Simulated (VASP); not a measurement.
# PtS2 (P-3m1) in VASP: a series of runs, part 2 of 2

VASP 6.6.1. Earlier steps stand in the parts before.

**3. Band structure, PBE**

Input file POSCAR:

```
PtS2
1.0
    3.5432000000      0.0000000000      0.0000000000
   -1.7716000000      3.0685012107      0.0000000000
    0.0000000000      0.0000000000      5.0388000000
Pt S
1 2
Direct
    0.0000000000      0.0000000000      0.0000000000
    0.6666666667      0.3333333333      0.7730000000
    0.3333333333      0.6666666667      0.2270000000
```

Input file INCAR.step1:

```
PREC = Accurate ; ENCUT = 520
EDIFF = 1E-6 ; ISMEAR = -1
SIGMA = 0.05 ; LREAL = F
LASPH = T ; NELM = 60
ALGO = Normal ; ISIF = 2
LWAVE = F ; LCHARG = T
LMAXMIX = 4 ; GGA = PE
NBANDS = 18
```

Input file KPOINTS.step1:

```
Automatic mesh
0
Gamma
  9 9 5
```

Input file INCAR.step2:

```
PREC = Accurate ; ENCUT = 520
EDIFF = 1E-6 ; ISMEAR = 0
SIGMA = 0.05 ; LREAL = F
LASPH = T ; NELM = 60
ALGO = Normal ; ISIF = 2
LWAVE = F ; LCHARG = F
LMAXMIX = 4 ; GGA = PE
NBANDS = 18 ; ICHARG = 11
```

Input file KPOINTS.step2:

```
path GMKGALHA,LM,KH
10
line-mode
reciprocal
 0.0000000000  0.0000000000  0.0000000000  G
 0.5000000000  0.0000000000  0.0000000000  M

 0.5000000000  0.0000000000  0.0000000000  M
 0.3333333333  0.3333333333  0.0000000000  K

 0.3333333333  0.3333333333  0.0000000000  K
 0.0000000000  0.0000000000  0.0000000000  G

 0.0000000000  0.0000000000  0.0000000000  G
 0.0000000000  0.0000000000  0.5000000000  A

 0.0000000000  0.0000000000  0.5000000000  A
 0.5000000000  0.0000000000  0.5000000000  L

 0.5000000000  0.0000000000  0.5000000000  L
 0.3333333333  0.3333333333  0.5000000000  H

 0.3333333333  0.3333333333  0.5000000000  H
 0.0000000000  0.0000000000  0.5000000000  A

 0.5000000000  0.0000000000  0.5000000000  L
 0.5000000000  0.0000000000  0.0000000000  M

 0.3333333333  0.3333333333  0.0000000000  K
 0.3333333333  0.3333333333  0.5000000000  H
```

Potentials or basis: VASP PAW PBE potentials, release 54 (Pt, S).

On the command line:

```console
cat potpaw_PBE.54/Pt/POTCAR potpaw_PBE.54/S/POTCAR > POTCAR
cp INCAR.step1 INCAR
cp KPOINTS.step1 KPOINTS
mpirun -np 1 vasp_std > vasp.out
cp INCAR.step2 INCAR
cp KPOINTS.step2 KPOINTS
mpirun -np 1 vasp_std > vasp.out
```

OUTCAR:

```text
PREC = Accurate
   ENCUT = 520
   EDIFF = 1E-6
   ISMEAR = 0
   LREAL = F
   LASPH = T
   NELM = 60
   ISIF = 2
   GGA = PE
   ICHARG = 11

 ion  position               nearest neighbor table
   1  0.000  0.000  0.000-   2 2.34   3 2.34   2 2.34   3 2.34   2 2.34   3 2.34
   2  0.667  0.333  0.773-   1 2.34   1 2.34   1 2.34
   3  0.333  0.667  0.227-   1 2.34   1 2.34   1 2.34

  LATTYP: Found a hexagonal cell.
 ALAT       =     3.5432000000
[... 692 lines left out ...]

  FORCE on cell =-STRESS in cart. coord.  units (eV):
  Direction    XX          YY          ZZ          XY          YZ          ZX
  --------------------------------------------------------------------------------------
  -------------------------------------------------------------------------------------
  Total        2.8558143      2.8558143      2.9264664      0.0000000      0.0000000      0.0000000
  in kB       83.5201877     83.5201877     85.5864562      0.0000000      0.0000000      0.0000000
  external PRESSURE =      84.2089439 kB  Pullay stress =       0.0000000 kB

 VOLUME and BASIS-vectors are now :
 -----------------------------------------------------------------------------
  energy-cutoff  :      520.00
  volume of cell :       54.78
      direct lattice vectors                 reciprocal lattice vectors
     3.543200000  0.000000000  0.000000000     0.282230752  0.162946001  0.000000000
    -1.771600000  3.068501211  0.000000000     0.000000000  0.325892001  0.000000000
     0.000000000  0.000000000  5.038800000     0.000000000  0.000000000  0.198459951

 POSITION                                       TOTAL-FORCE (eV/Angst)
 -----------------------------------------------------------------------------------
      0.00000      0.00000      0.00000         0.000000      0.000000      0.000000
      1.77160      1.02283      3.89499         0.000000      0.000000     -0.708427
     -0.00000      2.04567      1.14381        -0.000000      0.000000      0.708427
 -----------------------------------------------------------------------------------
    total drift:                                0.000000     -0.000000     -0.000000

  FREE ENERGIE OF THE ION-ELECTRON SYSTEM (eV)
  ---------------------------------------------------
  free  energy   TOTEN  =       -15.3340626750 eV

  energy  without entropy=      -15.3340626750  energy(sigma->0) =      -15.33406267
```

OUTCAR.step1:

```text
PREC = Accurate
   ENCUT = 520
   EDIFF = 1E-6
   ISMEAR = -1
   LREAL = F
   LASPH = T
[... 730 lines left out ...]
      0.00000      0.00000      0.00000        -0.000000      0.000000      0.000000
      1.77160      1.02283      3.89499         0.000000     -0.000000     -1.212769
     -0.00000      2.04567      1.14381        -0.000000      0.000000      1.212769
 -----------------------------------------------------------------------------------
    total drift:                                0.000000     -0.000000      0.000000

  FREE ENERGIE OF THE ION-ELECTRON SYSTEM (eV)
  ---------------------------------------------------
  free  energy   TOTEN  =       -15.2714139027 eV

  energy  without entropy=      -15.2714100703  energy(sigma->0) =      -15.27141199
```

Run time: 54 s. Hardware: 1 thread of AMD EPYC 9R45 (Zen 5), shared host; peak memory 0.19 GiB.

What came out:

```
Band gap on the k mesh  : 1.03 eV, indirect (least direct gap 1.08 eV)
Band gap along the path : 1.02 eV, indirect (least direct gap 1.58 eV)
```

Levels at the corners of the path, in eV from the valence-band top:
```csv
point,band 7,band 8,band 9,band 10,band 11,band 12,band 13,band 14,band 15,band 16
Γ,-3.94,-1.76,-1.11,-1.11,-0.09,2.49,2.49,4.83,5.81,7.96
M,-3.38,-3.28,-3.19,-2.97,-2.32,1.82,2.87,5.56,6.58,8.29
M,-3.38,-3.28,-3.19,-2.97,-2.32,1.82,2.87,5.56,6.58,8.29
K,-4.55,-3.63,-2.66,-1.46,-1.46,1.08,1.08,5.73,8.10,9.38
K,-4.55,-3.63,-2.66,-1.46,-1.46,1.08,1.08,5.73,8.10,9.38
Γ,-3.94,-1.76,-1.11,-1.11,-0.09,2.49,2.49,4.83,5.81,7.96
Γ,-3.94,-1.76,-1.11,-1.11,-0.09,2.49,2.49,4.83,5.81,7.96
A,-3.97,-2.45,-1.30,-1.30,-0.89,2.96,2.96,5.51,7.41,7.64
A,-3.97,-2.45,-1.30,-1.30,-0.89,2.96,2.96,5.51,7.41,7.64
L,-3.29,-3.22,-3.07,-2.69,-1.35,2.12,2.40,5.42,5.61,7.91
L,-3.29,-3.22,-3.07,-2.69,-1.35,2.12,2.40,5.42,5.61,7.91
H,-4.36,-3.53,-3.51,-1.85,-1.85,2.26,2.26,7.29,7.99,8.19
H,-4.36,-3.53,-3.51,-1.85,-1.85,2.26,2.26,7.29,7.99,8.19
A,-3.97,-2.45,-1.30,-1.30,-0.89,2.96,2.96,5.51,7.41,7.64
L,-3.29,-3.22,-3.07,-2.69,-1.35,2.12,2.40,5.42,5.61,7.91
M,-3.38,-3.28,-3.19,-2.97,-2.32,1.82,2.87,5.56,6.58,8.29
K,-4.55,-3.63,-2.66,-1.46,-1.46,1.08,1.08,5.73,8.10,9.38
H,-4.36,-3.53,-3.51,-1.85,-1.85,2.26,2.26,7.29,7.99,8.19
```

Caveat: the log is that of the step along the path at fixed density, whose energy, stress, charges and moments have no meaning; spin-orbit coupling is left out, which moves the levels of the heavy elements. Expect the measured gap to be larger: semilocal functionals such as PBE lack the derivative discontinuity.

**4. Band structure, PBE**

Input file INCAR:

```
SYSTEM = PtS2
PREC     = Accurate       ! precision mode
ENCUT    = 500            ! plane-wave cutoff, eV
EDIFF    = 1E-6           ! SCF threshold, eV
ISMEAR   = -1             ! smearing method
SIGMA    = 0.05           ! smearing width, eV
LREAL    = .FALSE.        ! projectors in reciprocal space
LASPH    = .TRUE.         ! aspherical terms in the spheres
NELM     = 80             ! most SCF steps
ALGO     = Normal         ! electronic algorithm
ISIF     = 2              ! what is computed and relaxed
LWAVE    = .FALSE.        ! write WAVECAR
LCHARG   = .FALSE.        ! write CHGCAR
LMAXMIX  = 4              ! l up to which the mixer works
GGA      = PE             ! functional
```

Input file KPOINTS:

```
regular mesh
0
G
  9 9 5
  0 0 0
```

POSCAR is that of step 3.

Input file KPOINTS_OPT:

```
path GMKGALHA,LM,KH
20
line-mode
reciprocal
 0.0000000000  0.0000000000  0.0000000000  G
 0.5000000000  0.0000000000  0.0000000000  M

 0.5000000000  0.0000000000  0.0000000000  M
 0.3333333333  0.3333333333  0.0000000000  K

 0.3333333333  0.3333333333  0.0000000000  K
 0.0000000000  0.0000000000  0.0000000000  G

 0.0000000000  0.0000000000  0.0000000000  G
 0.0000000000  0.0000000000  0.5000000000  A

 0.0000000000  0.0000000000  0.5000000000  A
 0.5000000000  0.0000000000  0.5000000000  L

 0.5000000000  0.0000000000  0.5000000000  L
 0.3333333333  0.3333333333  0.5000000000  H

 0.3333333333  0.3333333333  0.5000000000  H
 0.0000000000  0.0000000000  0.5000000000  A

 0.5000000000  0.0000000000  0.5000000000  L
 0.5000000000  0.0000000000  0.0000000000  M

 0.3333333333  0.3333333333  0.0000000000  K
 0.3333333333  0.3333333333  0.5000000000  H
```

On the command line:

```console
cat potpaw_PBE.54/Pt/POTCAR potpaw_PBE.54/S/POTCAR > POTCAR
mpirun -np 1 vasp_std > vasp.out
```

It took 70 s on 1 thread of AMD EPYC 9R45 (Zen 5), shared host; peak memory 0.18 GiB.

The run converged. Its results:

```
Free energy             : -15.2713 eV
Pressure                : 11.1 GPa
Largest force           : 1.213 eV/Å
Band gap on the k mesh  : 1.03 eV, indirect (least direct gap 1.08 eV)
Band gap along the path : 1.03 eV, indirect (least direct gap 1.55 eV)
```

Forces in eV/Å, atoms in the order of the input:
```
Pt   0.000  0.000  0.000
S    0.000  0.000 -1.213
S    0.000  0.000  1.213
```

Stress tensor (GPa, compression positive):
```
11.57  0.00  0.00
 0.00 11.57  0.00
 0.00  0.00 10.08
```

Levels at the corners of the path, in eV from the valence-band top:
```tsv
point	band 7	band 8	band 9	band 10	band 11	band 12	band 13	band 14	band 15
Γ	-3.94	-1.76	-1.11	-1.11	-0.09	2.49	2.49	4.83	5.81
M	-3.38	-3.28	-3.19	-2.97	-2.32	1.82	2.87	5.56	6.58
M	-3.38	-3.28	-3.19	-2.97	-2.32	1.82	2.87	5.56	6.58
K	-4.55	-3.63	-2.66	-1.46	-1.46	1.08	1.08	5.73	8.10
K	-4.55	-3.63	-2.66	-1.46	-1.46	1.08	1.08	5.73	8.10
Γ	-3.94	-1.76	-1.11	-1.11	-0.09	2.49	2.49	4.83	5.81
Γ	-3.94	-1.76	-1.11	-1.11	-0.09	2.49	2.49	4.83	5.81
A	-3.97	-2.44	-1.30	-1.30	-0.89	2.96	2.96	5.51	7.42
A	-3.97	-2.44	-1.30	-1.30	-0.89	2.96	2.96	5.51	7.41
L	-3.29	-3.22	-3.07	-2.69	-1.35	2.12	2.40	5.42	5.61
L	-3.29	-3.22	-3.07	-2.69	-1.35	2.12	2.40	5.42	5.61
H	-4.36	-3.53	-3.50	-1.85	-1.85	2.26	2.26	7.29	7.99
H	-4.36	-3.53	-3.50	-1.85	-1.85	2.26	2.26	7.29	7.99
A	-3.97	-2.44	-1.30	-1.30	-0.89	2.96	2.96	5.51	7.41
L	-3.29	-3.22	-3.07	-2.69	-1.35	2.12	2.40	5.42	5.61
M	-3.38	-3.28	-3.19	-2.97	-2.32	1.82	2.87	5.56	6.58
K	-4.55	-3.63	-2.66	-1.46	-1.46	1.08	1.08	5.73	8.10
H	-4.36	-3.53	-3.50	-1.85	-1.85	2.26	2.26	7.29	8.11
```

Caveat: spin-orbit coupling is left out, which moves the levels of the heavy elements; forces of over 1 eV/Å show positions far from the minimum, so gaps and moduli don't describe the material at rest. PBE gaps usually lie below the measured ones, often by a third to a half.

**5. Overview**

```tsv
potentials or basis	cutoff (eV)	gap on the mesh (eV)	pressure (GPa)	largest force (eV/Å)
VASP PAW PBE potentials, release 64 (Pt, S_h)	900	1.02	11.4	1.24
VASP PAW PBE potentials, release 54 (Pt, S)	520	1.03	-	-
VASP PAW PBE potentials, release 54 (Pt, S)	500	1.03	11.1	1.21
```

Alike in all rows: task band structure; level PBE; no spin polarisation; cell as given; k mesh 9 × 9 × 5; smearing fermi-dirac 0.05 eV.

Caveats: spin-orbit coupling is left out, which moves the levels of the heavy elements; forces of over 1 eV/Å show positions far from the minimum, so gaps and moduli don't describe the material at rest (some runs).

Total energies depend on the potentials used, so only differences within one code and one set of settings carry meaning.
